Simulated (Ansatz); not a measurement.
An Ansatz input:

```yaml
crystal:
  lattice:
    - [0.0, 2.3855337375, 2.3855337375]
    - [2.3855337375, 0.0, 2.3855337375]
    - [2.3855337375, 2.3855337375, 0.0]
  atoms:
    - { symbol: Cr, position: [0.0, 0.0, 0.0], spin: 1.93 }
    - { symbol: Cr, position: [0.5, 0.5, 0.5], spin: -1.93 }
hamiltonian:
  xc: revpbe
  pseudopotentials:
    kind: paw
    azcp:
      Cr: "pseudopotentials/Cr.paw.azcp"
basis:
  ecutwfc: 420
  fft_grid_basis: typed
kpoints:
  mp_grid: { grid: [13, 13, 13], shift: [0, 0, 0] }
magnetization:
  spin_polarized: true
scf:
  occupations: { method: fermi_dirac, width: 0.05 }
  lower_state_search: "off"
output:
  stress: true
```

Terminal output

```
Engine: ansatz 0.2.0, x86_64-unknown-linux-gnu
Pseudopotentials: kind: paw
Pseudopotential: Cr, paw, valence charge 14, recommended cutoff 420 eV (normal) 
Functional definition: revPBE
  parameter kappa = 1.245
  parameter beta = 0.06672455060314922
  exchange = pbe_x(kappa = kappa, mu = beta*pi^2/3)
  correlation = pbe_c(beta = beta)
Crystal: 2 atoms, lattice volume = 27.151 Å³
Basis set: ecut = 420 eV, 531 PW (Γ)
Bands: 20, of which v1, the nominal top of the filled ones, is band 14 counted from 1 (13 counted from 0)
Symmetry: 48 space group operations
Space group: Fm-3m (ITA 225), of the structure as read, at distance tolerance 3.0e-5 Å
Magnetic group: BNS 225.121 (UNI 1623), of the structure as read, at distance tolerance 3.0e-5 Å
k-points: 84 of 2197
Non-local potential: Cr, projectors of the file, l = 0: 3, l = 1: 2, l = 2: 3, l = 3: 1
PAW form: soft (Blöchl's): semilocal exchange-correlation on the pseudo side does not see the compensation charge
PAW frozen core: Cr, regenerated for the run's functional, and the local potential with it (the file was generated under x = pbe(κ = 0.804, μ = 0.2195149727645171), c = pbe(β = 0.06672455060314922))
PAW one-centre angular grid: Cr, 590 points (default); XC on 64 Gauss nodes
Initial density: superposition of atomic densities (chi_scale 0.1, normalization cell)
Starting moments: Σ|m| = 3.86 μB on 2 of 2 sites
Starting magnetic order: antiferromagnet; a translation exchanges its spin sublattices: spin-degenerate at every k-point
Initial wavefunctions: pseudopotential atomic-orbital guess
Functional: x = revpbe(κ = 1.245, μ = 0.2195149727645171), c = pbe(β = 0.06672455060314922)
SCF iter   1: F=—  HF=-6761.538134 eV  |F-HF|=—  |Δ(HF+E_count)|=         —  Δρ=1.09e-1 (↑1.09e-1 ↓1.09e-1)  dr2=7.11e0  dr2_m=1.07e0  M=0.000 μB ∫|m|=2.591 μB  β_m=0.30  ethr=3.10e-3  ⟨swp⟩=3.5  Hψ=6065  notcnv=0
spin=Collinear: Kerker preconditioning applied to the charge; magnetization (m = ρ↑ − ρ↓) channel mixes plain (no charge-response kernel on spin).
SCF iter   2: F=—  HF=-6760.231208 eV  |F-HF|=—  |Δ(HF+E_count)|=    1.31e0  Δρ=5.54e-2 (↑5.54e-2 ↓5.54e-2)  dr2=1.85e0  dr2_m=3.02e-1  M=0.000 μB ∫|m|=2.816 μB  β_m=0.30  ethr=3.10e-3  ⟨swp⟩=2.0  Hψ=3584  notcnv=0  defer=42
SCF iter   3: F=—  HF=-6759.857501 eV  |F-HF|=—  |Δ(HF+E_count)|=   3.74e-1  Δρ=1.84e-2 (↑1.84e-2 ↓1.84e-2)  dr2=9.05e-2  dr2_m=3.41e-2  M=0.000 μB ∫|m|=3.101 μB  β_m=1.00  ethr=3.10e-3  ⟨swp⟩=3.1  Hψ=3296  notcnv=0  defer=43
SCF iter   4: F=—  HF=-6759.892073 eV  |F-HF|=—  |Δ(HF+E_count)|=   3.46e-2  Δρ=3.85e-3 (↑3.85e-3 ↓3.85e-3)  dr2=7.86e-3  dr2_m=1.59e-3  M=0.000 μB ∫|m|=3.191 μB  β_m=1.00  ethr=3.23e-4  ⟨swp⟩=2.6  Hψ=3872  notcnv=0  defer=36
SCF iter   5: F=—  HF=-6759.883289 eV  |F-HF|=—  |Δ(HF+E_count)|=   8.78e-3  Δρ=4.92e-3 (↑4.92e-3 ↓4.92e-3)  dr2=3.96e-3  dr2_m=4.42e-3  M=0.000 μB ∫|m|=3.286 μB  β_m=1.00  ethr=2.81e-5  ⟨swp⟩=2.0  Hψ=3204  notcnv=0  defer=36
SCF iter   6: F=—  HF=-6759.877340 eV  |F-HF|=—  |Δ(HF+E_count)|=   5.95e-3  Δρ=1.46e-3 (↑1.46e-3 ↓1.46e-3)  dr2=5.97e-4  dr2_m=3.78e-4  M=0.000 μB ∫|m|=3.318 μB  β_m=1.00  ethr=1.41e-5  ⟨swp⟩=2.0  Hψ=2119  notcnv=0  defer=36
SCF iter   7: F=—  HF=-6759.877799 eV  |F-HF|=—  |Δ(HF+E_count)|=   4.59e-4  Δρ=1.32e-3 (↑1.32e-3 ↓1.32e-3)  dr2=1.88e-4  dr2_m=3.59e-4  M=0.000 μB ∫|m|=3.345 μB  β_m=0.30  ethr=2.13e-6  ⟨swp⟩=2.0  Hψ=2402  notcnv=0  defer=36
Mixer restart at iter 7: flushing history
spin-set hold released at iteration 7 (site moments contracting): the magnetisation degrees of freedom join the quasi-Newton model from the next iteration; the mixer history was flushed
SCF iter   8: F=—  HF=-6759.879535 eV  |F-HF|=—  |Δ(HF+E_count)|=   1.74e-3  Δρ=1.38e-3 (↑1.38e-3 ↓1.38e-3)  dr2=1.49e-4  dr2_m=4.21e-4  M=0.000 μB ∫|m|=3.356 μB  β_m=0.65  ethr=6.70e-7  ⟨swp⟩=2.0  Hψ=2684  notcnv=0  defer=36
SCF iter   9: F=—  HF=-6759.881679 eV  |F-HF|=—  |Δ(HF+E_count)|=   2.14e-3  Δρ=1.63e-3 (↑1.63e-3 ↓1.63e-3)  dr2=5.70e-5  dr2_m=6.38e-4  M=0.000 μB ∫|m|=3.410 μB  β_m=0.82  ethr=5.34e-7  ⟨swp⟩=2.0  Hψ=2837  notcnv=0  defer=36
SCF iter  10: F=—  HF=-6759.881839 eV  |F-HF|=—  |Δ(HF+E_count)|=   1.60e-4  Δρ=1.33e-3 (↑1.33e-3 ↓1.33e-3)  dr2=1.41e-5  dr2_m=4.37e-4  M=0.000 μB ∫|m|=3.426 μB  β_m=0.35  ethr=2.04e-7  ⟨swp⟩=2.0  Hψ=2406  notcnv=0  defer=36
SCF iter  11: F=—  HF=-6759.882153 eV  |F-HF|=—  |Δ(HF+E_count)|=   3.14e-4  Δρ=8.45e-4 (↑8.45e-4 ↓8.45e-4)  dr2=2.40e-6  dr2_m=1.76e-4  M=0.000 μB ∫|m|=3.469 μB  β_m=0.61  ethr=5.04e-8  ⟨swp⟩=2.5  Hψ=2938  notcnv=0  defer=36
SCF iter  12: F=—  HF=-6759.882395 eV  |F-HF|=—  |Δ(HF+E_count)|=   2.42e-4  Δρ=1.65e-4 (↑1.65e-4 ↓1.65e-4)  dr2=6.04e-6  dr2_m=4.32e-6  M=0.000 μB ∫|m|=3.539 μB  β_m=0.88  ethr=8.58e-9  ⟨swp⟩=3.0  Hψ=3350  notcnv=0  defer=36
SCF iter  13: F=—  HF=-6759.882406 eV  |F-HF|=—  |Δ(HF+E_count)|=   1.06e-5  Δρ=4.72e-5 (↑4.72e-5 ↓4.72e-5)  dr2=1.02e-6  dr2_m=2.44e-7  M=0.000 μB ∫|m|=3.551 μB  β_m=0.94  ethr=8.58e-9  ⟨swp⟩=2.0  Hψ=2765  notcnv=0  defer=36
SCF iter  14: F=—  HF=-6759.882407 eV  |F-HF|=—  |Δ(HF+E_count)|=   5.07e-7  Δρ=2.13e-5 (↑2.13e-5 ↓2.13e-5)  dr2=1.16e-7  dr2_m=6.43e-8  M=0.000 μB ∫|m|=3.552 μB  β_m=0.97  ethr=3.63e-9  ⟨swp⟩=2.0  Hψ=2831  notcnv=0  defer=36
SCF iter  15: F=-6759.882407 eV  HF=-6759.882407 eV  |F-HF|=4.46e-10  |Δ(HF+E_count)|=   2.97e-8  Δρ=3.84e-6 (↑3.84e-6 ↓3.84e-6)  dr2=2.76e-9  dr2_m=3.00e-9  M=0.000 μB ∫|m|=3.553 μB  ethr=3.57e-10  ⟨swp⟩=3.9  Hψ=4706  notcnv=0
SCF 1 converged in 15 iterations: F = -6759.882407 eV  dr2 = 2.76e-9
SCF converged after 15 iterations
Magnetization: 0.0000 μB (14.0000 up, 14.0000 down)
Absolute magnetization: 3.5530 μB (∫|ρ↑−ρ↓|, with the PAW one-centre terms)
Spin contamination: 1.1591 ħ² per cell (⟨S²⟩ above its minimum at these occupations)
Per-site moments (μB) at R_I (Å): [(1.6407199588654608, 0.9840326667187499), (-1.6407199588654608, 0.9840326667187499)]
Free energy (F): -6759.882407 eV
Harris-Foulkes:  -6759.882407 eV  (|F-HF|=4.46e-10)
Internal energy: -6759.861922 eV  (E = F + TS)
E sigma→0 (E₀):  -6759.872164 eV
Entropy (-TS):   -0.020485 eV (-10.242 meV/atom)
Fermi energy:    16.153289 eV
--- Per-component energies (eV) ---
  E_band       = -367.954027
  E_kinetic    = 688.085842
  E_local      = -2771.434388  (includes V_loc(G=0)·N_el)
  E_nonlocal   = 163.994939
  E_hartree    = 1197.319591
  E_xc         = -278.182978
  E_vxc        = -354.291436  (∫ρ·V_xc dr)
  E_paw        = -2402.759568  (= ΣΔE_a)
  E_vpaw       = -488.952459  (= ΣTr[D̂ρ^β])
  E_aug_tail   = 0.000736  (compensation charges beyond the density's cutoff)
  E_ewald      = -3356.813248
  E_core_change = -0.072849  (= ΣΔE_core)
  E_smearing   = -0.020485  (= −TS)
  E_closure    = 0.000000  (closes the sum)
  Σ components = -6759.882407   (vs F -6759.882407, Δ=0.00e0)
--- Stress (GPa, compression-positive) ---
        2.611211      -0.000000      -0.000000
        0.000000       2.611211      -0.000000
        0.000000      -0.000000       2.611211
  P = ⅓ Tr σ = 2.6112 GPa (26.112 kbar)
```
